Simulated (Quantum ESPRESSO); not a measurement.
## HfN in Quantum ESPRESSO: the effect of functional

HfN:

```
Hf N
1.0
     0.00000    2.25600    2.25600
     2.25600    0.00000    2.25600
     2.25600    2.25600    0.00000
Hf N
1 1
Cartesian
  0.0000 0.0000 0.0000
  2.2560 2.2560 2.2560
```

Alike in all runs:

```yaml
Program: Quantum ESPRESSO 7.5
Task: phonon dispersion
Cutoff: 1143 eV
Density_cutoff: 4572 eV
k_mesh: 10 × 10 × 10
Occupations: cold, width 0.2 eV
Spin: no spin polarisation
```

Each run relaxes the cell or the atoms first.

**Question.** One run gave: relaxed volume 10.99 Å³/atom; highest phonon frequency 554 cm⁻¹. Which functional did it use?
A. PBEsol
B. LDA
C. PBE

**Answer.** B.

```csv
functional,potentials or basis,relaxed volume (Å³/atom),highest phonon frequency (cm⁻¹)
LDA,PseudoDojo 0.4.1 SR LDA standard,10.99,554
PBE,PseudoDojo 0.4.1 SR PBE standard,11.73,506
PBEsol,PseudoDojo 0.4.1 SR PBEsol standard,11.37,528
```
